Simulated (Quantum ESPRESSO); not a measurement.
# Ta (P6_3/mmc) in Quantum ESPRESSO: notebook

Runs on Ta. Level: PBEsol. Tasks: single point, equation of state.

All numbers are computed with Quantum ESPRESSO 7.5; they aren't measurements. Logs are shortened: lines on timing, memory, paths and dates and some standing lists are left out, and cuts for length are marked.

**1. Starting point**

The structure is hexagonal, space group P6_3/mmc (No. 194). The conventional cell has a = 2.900 Å, b = 2.900 Å, c = 5.166 Å, α = 90.00°, β = 90.00°, γ = 120.00°. Ta (site symmetry -6m2) has 12 Ta at 2.90 to 3.08 Å as nearest neighbours.

This isn't the form of Ta at room conditions, which is bcc.

**2. Single point, PBEsol, 17.69 Å³/atom**

pw.in reads:

```
&CONTROL
  calculation = 'scf'
  prefix = 'pwscf'
  outdir = './tmp'
  pseudo_dir = './pseudo'
  tstress = .true.
  disk_io = 'nowf'
/
&SYSTEM
  ibrav = 0
  nat = 2
  ntyp = 1
  ecutwfc = 56
  ecutrho = 448
  nbnd = 20
  occupations = 'smearing'
  smearing = 'fd'
  degauss = 0.00367493
/
&ELECTRONS
  conv_thr = 4d-10
  electron_maxstep = 120
  mixing_beta = 0.5
/
ATOMIC_SPECIES
Ta   180.9479 ta_pbesol_v1.uspp.F.UPF
CELL_PARAMETERS angstrom
   2.8411641924    0.0000000000    0.0000000000
  -1.4205820962    2.4605203670    0.0000000000
   0.0000000000    0.0000000000    5.0608102442
ATOMIC_POSITIONS crystal
Ta     0.3333333333    0.6666666667    0.2500000000
Ta     0.6666666667    0.3333333333    0.7500000000
K_POINTS automatic
11 11 5 0 0 0
```

Potentials or basis: GBRV 1.5 PBEsol.

The run is started by

```bash
OMP_NUM_THREADS=1 mpirun -n 2 pw.x -nk 2 -in pw.in > pw.out
```

pw.out:

```text
This program is part of the open-source Quantum ESPRESSO suite
     for quantum simulation of materials; please cite
         "P. Giannozzi et al., J. Phys.:Condens. Matter 21 395502 (2009);
         "P. Giannozzi et al., J. Phys.:Condens. Matter 29 465901 (2017);
         "P. Giannozzi et al., J. Chem. Phys. 152 154105 (2020);
     in publications or presentations arising from this work. More details at

     Message from routine setup:
     using ibrav=0 with symmetry is DISCOURAGED, use correct ibrav instead

     K-points division:     npool     =       2
     Subspace diagonalization in iterative solution of the eigenvalue problem:
     a serial algorithm will be used

     G-vector sticks info
     --------------------
     sticks:   dense  smooth     PW     G-vecs:    dense   smooth      PW
     Sum         889     439    139                38153    13515    2287

     Using Slab Decomposition

     bravais-lattice index     =            0
     lattice parameter (alat)  =       5.3690  a.u.
     unit-cell volume          =     238.7481 (a.u.)^3
     number of atoms/cell      =            2
     number of atomic types    =            1
     number of electrons       =        26.00
     number of Kohn-Sham states=           20
     kinetic-energy cutoff     =      56.0000  Ry
     charge density cutoff     =     448.0000  Ry
     scf convergence threshold =      4.0E-10
     mixing beta               =       0.5000
     number of iterations used =            8  plain     mixing
     Exchange-correlation= SLA  PW   PSX  PSC
                           (   1   4  10   8   0   0   0)

     celldm(1)=   5.369022  celldm(2)=   0.000000  celldm(3)=   0.000000
     celldm(4)=   0.000000  celldm(5)=   0.000000  celldm(6)=   0.000000

     crystal axes: (cart. coord. in units of alat)
               a(1) = (   1.000000   0.000000   0.000000 )
               a(2) = (  -0.500000   0.866025   0.000000 )
               a(3) = (   0.000000   0.000000   1.781245 )

     reciprocal axes: (cart. coord. in units 2 pi/alat)
               b(1) = (  1.000000  0.577350 -0.000000 )
               b(2) = (  0.000000  1.154701  0.000000 )
               b(3) = (  0.000000 -0.000000  0.561405 )

     PseudoPot. # 1 for Ta read from file:
     ta_pbesol_v1.uspp.F.UPF
     Pseudo is Ultrasoft + core correction, Zval = 13.0
     Generated by new atomic code, or converted to UPF format
     Using radial grid of  921 points,  7 beta functions with:
                l(1) =   0
                l(2) =   0
                l(3) =   1
                l(4) =   1
                l(5) =   2
                l(6) =   2
                l(7) =   3
     Q(r) pseudized with  6 coefficients,  rinner =    1.300   1.300   1.300
                                                       1.300   1.300   1.300
                                                       1.300

     atomic species   valence    mass     pseudopotential
     Ta               13.00   180.94790     Ta( 1.00)

     24 Sym. Ops., with inversion, found (12 have fractional translation)

   Cartesian axes

     site n.     atom                  positions (alat units)
         1        Ta     tau(   1) = (  -0.0000000   0.5773503   0.4453113  )
         2        Ta     tau(   2) = (   0.5000000   0.2886751   1.3359339  )

     number of k points=    48  Fermi-Dirac smearing, width (Ry)=  0.0037
                       cart. coord. in units 2pi/alat
        k(    1) = (   0.0000000   0.0000000   0.0000000), wk =   0.0033058
        k(    2) = (   0.0000000   0.0000000   0.1122810), wk =   0.0066116
        k(    3) = (   0.0000000   0.0000000   0.2245620), wk =   0.0066116
        k(    4) = (   0.0000000   0.1049728   0.0000000), wk =   0.0198347
        k(    5) = (   0.0000000   0.1049728   0.1122810), wk =   0.0396694
        k(    6) = (   0.0000000   0.1049728   0.2245620), wk =   0.0396694
[... 40 lines left out ...]
        k(   47) = (   0.2727273   0.5773503   0.1122810), wk =   0.0396694
        k(   48) = (   0.2727273   0.5773503   0.2245620), wk =   0.0396694

     Dense  grid:    38153 G-vectors     FFT dimensions: (  40,  40,  72)

     Smooth grid:    13515 G-vectors     FFT dimensions: (  25,  25,  48)

     Initial potential from superposition of free atoms

     starting charge      25.9980, renormalised to      26.0000

     negative rho (up, down):  1.850E-01 0.000E+00
     Starting wfcs are   26 randomized atomic wfcs

     Self-consistent Calculation

     iteration #  1     ecut=    56.00 Ry     beta= 0.50
     Davidson diagonalization with overlap
     ethr =  1.00E-02,  avg # of iterations =  2.1

     Threshold (ethr) on eigenvalues was too large:
     Diagonalizing with lowered threshold

     Davidson diagonalization with overlap
     ethr =  1.57E-04,  avg # of iterations =  2.6

     negative rho (up, down):  1.894E-01 0.000E+00

     total energy              =    -283.46268295 Ry
     estimated scf accuracy    <       0.04625304 Ry

     iteration #  2     ecut=    56.00 Ry     beta= 0.50
     Davidson diagonalization with overlap
     ethr =  1.78E-04,  avg # of iterations =  2.0

     negative rho (up, down):  1.931E-01 0.000E+00

     total energy              =    -283.46482356 Ry
     estimated scf accuracy    <       0.00437826 Ry

     iteration #  3     ecut=    56.00 Ry     beta= 0.50
     Davidson diagonalization with overlap
     ethr =  1.68E-05,  avg # of iterations =  2.1

     negative rho (up, down):  1.948E-01 0.000E+00

     total energy              =    -283.46530230 Ry
     estimated scf accuracy    <       0.00022208 Ry

     iteration #  4     ecut=    56.00 Ry     beta= 0.50
     Davidson diagonalization with overlap
     ethr =  8.54E-07,  avg # of iterations =  1.9

     negative rho (up, down):  1.948E-01 0.000E+00

     total energy              =    -283.46531527 Ry
     estimated scf accuracy    <       0.00000675 Ry

     iteration #  5     ecut=    56.00 Ry     beta= 0.50
     Davidson diagonalization with overlap
     ethr =  2.60E-08,  avg # of iterations =  2.1

     negative rho (up, down):  1.948E-01 0.000E+00

     total energy              =    -283.46531697 Ry
     estimated scf accuracy    <       0.00000033 Ry

     iteration #  6     ecut=    56.00 Ry     beta= 0.50
     Davidson diagonalization with overlap
     ethr =  1.26E-09,  avg # of iterations =  2.0

     negative rho (up, down):  1.948E-01 0.000E+00

     total energy              =    -283.46531701 Ry
     estimated scf accuracy    <       0.00000001 Ry

     iteration #  7     ecut=    56.00 Ry     beta= 0.50
     Davidson diagonalization with overlap
     ethr =  4.06E-11,  avg # of iterations =  1.2

     negative rho (up, down):  1.948E-01 0.000E+00

     total energy              =    -283.46531700 Ry
     estimated scf accuracy    <          2.6E-09 Ry

     iteration #  8     ecut=    56.00 Ry     beta= 0.50
     Davidson diagonalization with overlap
     ethr =  1.00E-11,  avg # of iterations =  2.0

     negative rho (up, down):  1.948E-01 0.000E+00

     End of self-consistent calculation

          k = 0.0000 0.0000 0.0000 (  1691 PWs)   bands (ev):

   -48.1809 -48.1025 -15.2280 -14.2190 -14.0948 -14.0948 -13.9949 -13.9949
    10.8487  14.1546  18.6235  19.3386  19.8596  19.8596  20.4744  20.4744
    22.4205  22.4205  24.7678  24.7678

          k = 0.0000 0.0000 0.1123 (  1697 PWs)   bands (ev):

   -48.1734 -48.1100 -15.1375 -14.3218 -14.0853 -14.0853 -14.0045 -14.0045
    11.2178  13.9963  18.4443  18.7749  19.8188  19.8188  20.3263  20.3263
    22.7760  22.7760  24.7130  24.7130

          k = 0.0000 0.0000 0.2246 (  1684 PWs)   bands (ev):

   -48.1539 -48.1297 -14.8951 -14.5839 -14.0604 -14.0604 -14.0296 -14.0296
    12.1910  13.3236  18.0902  18.1031  19.8376  19.8376  20.0354  20.0354
    23.5796  23.5796  24.3458  24.3458

          k = 0.0000 0.1050 0.0000 (  1689 PWs)   bands (ev):

   -48.1707 -48.0951 -15.1957 -14.2226 -14.1992 -14.1230 -14.1013 -14.0137
    11.1861  14.5175  18.6515  18.8984  19.6633  20.1511  20.1856  20.7933
    21.8806  22.1307  24.9114  25.4768

          k = 0.0000 0.1050 0.1123 (  1695 PWs)   bands (ev):

   -48.1636 -48.1024 -15.1101 -14.3315 -14.1873 -14.1126 -14.1006 -14.0242
    11.5471  14.3579  18.3828  18.5262  19.4780  20.1075  20.1251  20.6287
    22.3724  22.5396  24.7957  25.1139

          k = 0.0000 0.1050 0.2246 (  1705 PWs)   bands (ev):

   -48.1447 -48.1214 -14.8811 -14.5859 -14.1575 -14.1225 -14.0854 -14.0517
    12.5085  13.6577  17.8995  18.1114  19.4839  19.7947  20.1271  20.3256
    23.3919  23.4258  24.3004  24.4010

          k = 0.0000 0.2099 0.0000 (  1697 PWs)   bands (ev):

   -48.1432 -48.0757 -15.1047 -14.4752 -14.3763 -14.2362 -14.1961 -14.0655
    12.1075  15.4102  17.9329  18.3265  19.2123  20.1881  20.8882  21.1365
    21.5157  21.7185  25.1324  26.8826

          k = 0.0000 0.2099 0.1123 (  1706 PWs)   bands (ev):

   -48.1368 -48.0822 -15.0374 -14.4685 -14.4307 -14.2626 -14.1838 -14.0781
    12.4322  15.2513  17.5599  18.4345  18.9196  19.7703  20.9253  21.4387
    21.7510  22.2009  24.8967  25.8708

          k = 0.0000 0.2099 0.2246 (  1708 PWs)   bands (ev):

   -48.1200 -48.0991 -14.8588 -14.6341 -14.3936 -14.3238 -14.1513 -14.1110
    13.3194  14.4674  17.4788  18.0563  18.8441  19.3532  20.8973  21.1258
    23.0815  23.1722  24.1825  24.5243

          k = 0.0000 0.3149 0.0000 (  1697 PWs)   bands (ev):

   -48.1061 -48.0511 -14.9727 -14.8278 -14.7169 -14.2882 -14.2658 -14.1346
    13.3387  15.9273  16.9231  18.2997  18.7275  19.9504  20.8900  21.3779
    22.6242  23.1425  25.2436  27.8918

          k = 0.0000 0.3149 0.1123 (  1698 PWs)   bands (ev):

   -48.1008 -48.0563 -14.9800 -14.7850 -14.7168 -14.3033 -14.2738 -14.1495
    13.5536  15.8038  16.8111  18.2042  18.6314  19.8061  21.0651  21.8918
    22.6201  23.0957  24.9427  26.4546

          k = 0.0000 0.3149 0.2246 (  1696 PWs)   bands (ev):

   -48.0871 -48.0701 -14.9444 -14.8599 -14.5712 -14.4127 -14.2357 -14.1882
    14.1730  15.0689  17.0877  17.6836  18.9151  19.3985  21.5399  22.1624
    23.0566  23.5081  24.2395  24.6832
[... 171 lines left out ...]
   -48.0333 -48.0171 -15.2258 -15.1233 -14.6798 -14.5587 -14.5053 -14.3722
    15.4233  16.3363  16.8044  17.4865  18.7814  19.5105  20.5500  23.1591
    23.5799  25.2126  27.6649  28.3789

          k = 0.1818 0.5249 0.2246 (  1680 PWs)   bands (ev):

   -48.0283 -48.0221 -15.2315 -15.1928 -14.6520 -14.5920 -14.4252 -14.3637
    15.3695  15.8432  17.1640  17.7076  18.5803  19.4924  21.2010  21.8628
    24.2724  25.4000  27.5621  28.1233

          k = 0.2727 0.4724 0.0000 (  1686 PWs)   bands (ev):

   -48.0332 -48.0146 -15.1096 -15.0255 -14.7212 -14.6467 -14.6023 -14.4092
    16.0994  16.5147  17.2326  17.4453  18.5877  19.2173  20.0602  22.6502
    23.8268  24.3055  27.8667  28.1657

          k = 0.2727 0.4724 0.1123 (  1681 PWs)   bands (ev):

   -48.0314 -48.0164 -15.1157 -15.0695 -14.7423 -14.6615 -14.5378 -14.3826
    16.0772  16.3292  17.2196  17.6904  18.7355  18.8379  20.1222  22.8040
    23.0912  25.0719  28.0165  28.0180

          k = 0.2727 0.4724 0.2246 (  1678 PWs)   bands (ev):

   -48.0268 -48.0210 -15.1306 -15.1228 -14.7457 -14.7064 -14.4269 -14.3689
    16.0161  16.0599  17.4642  17.9580  18.3623  18.8697  20.4114  21.3306
    24.2177  25.5049  28.0681  28.1706

          k = 0.2727 0.5774 0.0000 (  1670 PWs)   bands (ev):

   -48.0221 -48.0141 -15.1013 -14.9717 -14.8456 -14.6998 -14.5686 -14.4677
    16.0807  16.9363  17.1656  17.7934  18.6975  18.7327  20.3742  23.3358
    23.6506  23.9784  27.1215  27.3669

          k = 0.2727 0.5774 0.1123 (  1681 PWs)   bands (ev):

   -48.0213 -48.0149 -15.1042 -15.0138 -14.8711 -14.7329 -14.5014 -14.4255
    16.1074  17.0478  17.2136  17.3103  18.6092  18.8755  20.4742  22.7307
    23.7404  24.5294  27.2890  27.5425

          k = 0.2727 0.5774 0.2246 (  1673 PWs)   bands (ev):

   -48.0193 -48.0168 -15.1100 -15.0819 -14.8597 -14.7988 -14.4082 -14.3809
    16.1859  16.5582  17.4030  17.4363  18.5326  18.7942  20.7254  21.4016
    24.5670  25.0152  28.2943  28.4118

     the Fermi energy is    19.2935 ev

!    total energy              =    -283.46531701 Ry
     estimated scf accuracy    <          1.7E-11 Ry
     smearing contrib. (-TS)   =      -0.00117320 Ry
     internal energy E=F+TS    =    -283.46414381 Ry

     The total energy is F=E-TS. E is the sum of the following terms:
     one-electron contribution =     -29.45494392 Ry
     hartree contribution      =      28.14136299 Ry
     xc contribution           =     -84.11459462 Ry
     ewald contribution        =    -198.03596825 Ry

     convergence has been achieved in   8 iterations

     Computing stress (Cartesian axis) and pressure

     negative rho (up, down):  1.948E-01 0.000E+00
          total   stress  (Ry/bohr**3)                   (kbar)     P=       47.20
   0.00030776   0.00000000   0.00000000           45.27        0.00        0.00
  -0.00000000   0.00030776   0.00000000           -0.00       45.27        0.00
   0.00000000   0.00000000   0.00034700            0.00        0.00       51.05

=------------------------------------------------------------------------------=
   JOB DONE.
=------------------------------------------------------------------------------=
```

Wall time 15 s (2 MPI ranks of Intel Xeon Platinum 8259CL at 2.50GHz (Skylake/Cascade Lake), shared host); peak memory 0.38 GiB.

Results:

- Free energy: -3856.7421 eV
- Pressure: 4.7 GPa
- Band gap on the k mesh: none (metal or under the smearing width)

**3. Single point, PBEsol, 18.07 Å³/atom**

Changes to pw.in since step 2:

```diff
@@ -27,5 +27,5 @@
 CELL_PARAMETERS angstrom
-   2.8411641924    0.0000000000    0.0000000000
-  -1.4205820962    2.4605203670    0.0000000000
-   0.0000000000    0.0000000000    5.0608102442
+   2.8611730502    0.0000000000    0.0000000000
+  -1.4305865251    2.4778485461    0.0000000000
+   0.0000000000    0.0000000000    5.0964509272
 ATOMIC_POSITIONS crystal
```

Potentials or basis: GBRV 1.5 PBEsol.

The run is started by

```bash
OMP_NUM_THREADS=1 mpirun -n 2 pw.x -nk 2 -in pw.in > pw.out
```

Run time: 16 s. Hardware: 2 MPI ranks of Intel Xeon Platinum 8259CL at 2.50GHz (Skylake/Cascade Lake), shared host; peak memory 0.38 GiB.

Results (log left out):

```
Free energy            : -3856.7537 eV
Pressure               : 0.2 GPa
Band gap on the k mesh : none (metal or under the smearing width)
```

**4. Single point, PBEsol, 18.44 Å³/atom**

Changes to pw.in since step 3:

```diff
@@ -27,5 +27,5 @@
 CELL_PARAMETERS angstrom
-   2.8611730502    0.0000000000    0.0000000000
-  -1.4305865251    2.4778485461    0.0000000000
-   0.0000000000    0.0000000000    5.0964509272
+   2.8809059017    0.0000000000    0.0000000000
+  -1.4404529508    2.4949376968    0.0000000000
+   0.0000000000    0.0000000000    5.1315999754
 ATOMIC_POSITIONS crystal
```

The run is started by

```bash
OMP_NUM_THREADS=1 mpirun -n 2 pw.x -nk 2 -in pw.in > pw.out
```

It took 16 s on 2 MPI ranks of Intel Xeon Platinum 8259CL at 2.50GHz (Skylake/Cascade Lake), shared host; peak memory 0.4 GiB.

Results (log left out):

```
Free energy            : -3856.7452 eV
Pressure               : -3.8 GPa
Band gap on the k mesh : none (metal or under the smearing width)
```

**5. Single point, PBEsol, 18.82 Å³/atom**

Changes to pw.in since step 4:

```diff
@@ -27,5 +27,5 @@
 CELL_PARAMETERS angstrom
-   2.8809059017    0.0000000000    0.0000000000
-  -1.4404529508    2.4949376968    0.0000000000
-   0.0000000000    0.0000000000    5.1315999754
+   2.9003720726    0.0000000000    0.0000000000
+  -1.4501860363    2.5117958953    0.0000000000
+   0.0000000000    0.0000000000    5.1662740000
 ATOMIC_POSITIONS crystal
```

The run is started by

```bash
OMP_NUM_THREADS=1 mpirun -n 2 pw.x -nk 2 -in pw.in > pw.out
```

Wall time 20 s (2 MPI ranks of Intel Xeon Platinum 8259CL at 2.50GHz (Skylake/Cascade Lake), shared host); peak memory 0.4 GiB.

The run converged. Its results:

```
Free energy            : -3856.7186 eV
Pressure               : -7.5 GPa
Band gap on the k mesh : none (metal or under the smearing width)
```

**6. Single point, PBEsol, 19.19 Å³/atom**

Changes to pw.in since step 5:

```diff
@@ -27,5 +27,5 @@
 CELL_PARAMETERS angstrom
-   2.9003720726    0.0000000000    0.0000000000
-  -1.4501860363    2.5117958953    0.0000000000
-   0.0000000000    0.0000000000    5.1662740000
+   2.9195803945    0.0000000000    0.0000000000
+  -1.4597901972    2.5284307900    0.0000000000
+   0.0000000000    0.0000000000    5.2004887322
 ATOMIC_POSITIONS crystal
```

Potentials or basis: GBRV 1.5 PBEsol.

The run is started by

```bash
OMP_NUM_THREADS=1 mpirun -n 2 pw.x -nk 2 -in pw.in > pw.out
```

Wall time 21 s (2 MPI ranks of Intel Xeon Platinum 8259CL at 2.50GHz (Skylake/Cascade Lake), shared host); peak memory 0.4 GiB.

Results (log left out):

```yaml
Free_energy: -3856.6756 eV
Pressure: -10.8 GPa
Band_gap_on_the_k_mesh: none (metal or under the smearing width)
```

**7. Single point, PBEsol, 19.57 Å³/atom**

Changes to pw.in since step 6:

```diff
@@ -27,5 +27,5 @@
 CELL_PARAMETERS angstrom
-   2.9195803945    0.0000000000    0.0000000000
-  -1.4597901972    2.5284307900    0.0000000000
-   0.0000000000    0.0000000000    5.2004887322
+   2.9385392399    0.0000000000    0.0000000000
+  -1.4692696200    2.5448496318    0.0000000000
+   0.0000000000    0.0000000000    5.2342590858
 ATOMIC_POSITIONS crystal
```

The run is started by

```bash
OMP_NUM_THREADS=1 mpirun -n 2 pw.x -nk 2 -in pw.in > pw.out
```

Run time: 21 s. Hardware: 2 MPI ranks of Intel Xeon Platinum 8259CL at 2.50GHz (Skylake/Cascade Lake), shared host; peak memory 0.4 GiB.

It converged, with:

| Property | Result |
| --- | --- |
| Free energy | -3856.6179 eV |
| Pressure | -13.8 GPa |
| Band gap on the k mesh | none (metal or under the smearing width) |

**8. Single point, PBEsol, 19.95 Å³/atom**

Changes to pw.in since step 7:

```diff
@@ -27,5 +27,5 @@
 CELL_PARAMETERS angstrom
-   2.9385392399    0.0000000000    0.0000000000
-  -1.4692696200    2.5448496318    0.0000000000
-   0.0000000000    0.0000000000    5.2342590858
+   2.9572565550    0.0000000000    0.0000000000
+  -1.4786282775    2.5610593022    0.0000000000
+   0.0000000000    0.0000000000    5.2675992145
 ATOMIC_POSITIONS crystal
```

The run is started by

```bash
OMP_NUM_THREADS=1 mpirun -n 2 pw.x -nk 2 -in pw.in > pw.out
```

Run time: 21 s. Hardware: 2 MPI ranks of Intel Xeon Platinum 8259CL at 2.50GHz (Skylake/Cascade Lake), shared host; peak memory 0.42 GiB.

It converged, with:

```yaml
Free_energy: -3856.5469 eV
Pressure: -16.5 GPa
Band_gap_on_the_k_mesh: none (metal or under the smearing width)
```

**9. Equation of state, PBEsol**

Potentials or basis: GBRV 1.5 PBEsol.

This step only gathers the single runs of the series.

What came out:

* Equilibrium volume: 18.09 Å³/atom
* Bulk modulus at fixed shape and positions: 204 GPa
* Pressure derivative of the bulk modulus: 3.9

Energy against volume, from the lowest point:
```csv
volume (Å³/atom),energy (meV/atom)
17.689,5.78
18.066,0.00
18.442,4.24
18.819,17.54
19.195,39.02
19.571,67.89
19.948,103.41
```

Caveat: the cell was scaled at fixed shape and fractional positions, which overstates the stiffness of a crystal with free parameters, most of all of layers and chains.
